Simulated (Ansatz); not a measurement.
Collinear states of RuS₂

Computed with Ansatz 0.2.0, DFT PBE, scalar-relativistic, plane waves, PAW.

```yaml
crystal:
  lattice:
    - [3.43759, 0.00000, 0.00000]
    - [-1.71880, 2.97704, 0.00000]
    - [0.00000, 0.00000, 5.15229]
  atoms:
    - { symbol: Ru, position: [0.00000, 0.00000, 0.00000] }
    - { symbol: S, position: [0.33333, 0.66667, 0.25373] }
    - { symbol: S, position: [0.66667, 0.33333, 0.74627] }
```

| Quantity | Value |
| --- | --- |
| plane-wave cutoff | 420 eV |
| Γ-centred k-mesh | 12×12×8 |
| occupation rule | Gaussian smearing, 0.1 eV |
| list of starting moments (μB, in atom order) | 2 0 0 |
| check for lower electronic states after the SCF | off |

All runs keep this geometry, which stands near equilibrium for the lowest state (largest force there 0.002 eV/Å, pressure 0.0 GPa; forces reach 0.07 eV/Å in another state) and needn't be a stable compound; relaxing each order can shift differences of a few meV. A propagation vector, in units of the reciprocal vectors, doubles the cell, which takes an equally dense mesh. The large starts are 3.5 0 0 μB. The small starts are 0.5 0 0 μB. Site moments are spin moments in atom-centred spheres that scale with the neighbour distance. The states are those that the runs reached from these starts; a lower one can exist.

Task: Starts tried: no spin; ferromagnetic; large parallel starting moments; antiferromagnetic, doubled cell, propagation vector (0, 0, 1/2); antiferromagnetic, doubled cell, propagation vector (0, 1/2, 0); small parallel starting moments. Which state comes out lowest, and what are the moments?

Result: The lowest state is ferromagnetic, reached from the start “ferromagnetic” and the start “large parallel starting moments” and the start “small parallel starting moments”, with site moments (μB) Ru +0.48, S +0.06 (×2). The next state lies only 2.86 meV/atom higher, which mesh, smearing and relaxation can turn, so the order isn't settled.

```tsv
start	ends	energy above lowest (meV/atom)	site moments (μB)	gap on mesh (eV)	P (GPa)
no spin	non-magnetic	3.50	none over 0.05	metal	-0.5
ferromagnetic	ferromagnetic	0.00	Ru +0.48, S +0.06 (×2)	metal	0.0
large parallel starting moments	ferromagnetic	0.00	Ru +0.48, S +0.06 (×2)	metal	0.0
antiferromagnetic, doubled cell, propagation vector (0, 0, 1/2)	antiferromagnetic	2.86	Ru +0.33, S +0.05 (×2), S -0.05 (×2), Ru -0.33	metal	-0.2
antiferromagnetic, doubled cell, propagation vector (0, 1/2, 0)	non-magnetic	3.50	none over 0.05	metal	-0.5
small parallel starting moments	ferromagnetic	0.00	Ru +0.48, S +0.06 (×2)	metal	0.0
```

1 further run of this set didn't finish or converge.

Cost: 6 runs of about 7.1 core-minutes in all, on Intel Xeon Processor @ 2.50GHz (Skylake/Cascade Lake) (shared hosts).